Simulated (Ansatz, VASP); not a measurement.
**Two plane-wave programs on Ru**

INCAR

```
ALGO = Normal ; EDIFF = 1E-7
ENCUT = 520 ; GGA = PE
ISIF = 2 ; ISMEAR = -1
LASPH = True ; LCHARG = False
LREAL = False ; LWAVE = False
NBANDS = 13 ; NELM = 60
PREC = Accurate ; SIGMA = 0.1
```

The input KPOINTS:

```
k-points
0
Gamma
  16 16 16
```

Contents of POSCAR:

```
Ru
1.0
   -1.5671019129      1.5671019129      1.5671019129
    1.5671019129     -1.5671019129      1.5671019129
    1.5671019129      1.5671019129     -1.5671019129
Ru
1
Direct
    0.0000000000      0.0000000000      0.0000000000
```

Input for Ansatz:

```yaml
crystal:
  lattice:
    - [-1.5671019129, 1.5671019129, 1.5671019129]
    - [1.5671019129, -1.5671019129, 1.5671019129]
    - [1.5671019129, 1.5671019129, -1.5671019129]
  atoms:
    - { symbol: Ru, position: [0.0, 0.0, 0.0] }
hamiltonian:
  xc: pbe
  pseudopotentials:
    kind: paw
    azcp:
      Ru: "pseudopotentials/Ru.paw.azcp"
basis:
  ecutwfc: 420
  fft_grid_basis: typed
kpoints:
  mp_grid: { grid: [16, 16, 16], shift: [0, 0, 0] }
magnetization:
  spin_polarized: false
scf:
  occupations: { method: fermi_dirac, width: 0.1 }
  lower_state_search: "off"
output:
  stress: true
```

Alike in both runs: task single point; functional PBE; k mesh 16 × 16 × 16; occupations fermi-dirac, width 0.1 eV; no spin polarisation.

|  | VASP | Ansatz |
| --- | --- | --- |
| version | VASP 6.6.1 | Ansatz 0.2.0 |
| potentials or method | VASP PAW PBE potentials, release 64 (Ru_pv) | plane waves (420 eV) with PAW, scalar-relativistic |
| plane-wave cutoff (eV) | 520 | 420 |
| valence electrons in the cell | 14 | 16 |

Ansatz gave:

* pressure (GPa): -17.6

Problem. What did VASP give for the same quantities?

Solution. Pressure (GPa): -17.7.

With one functional, cell and mesh, what is left measures potentials, basis and numerics. The two sets of potentials don't hold the same shells in valence.

Caveats: so large a pressure means that the cell lies far from this level's equilibrium, or that cutoff or potentials fall short (VASP).
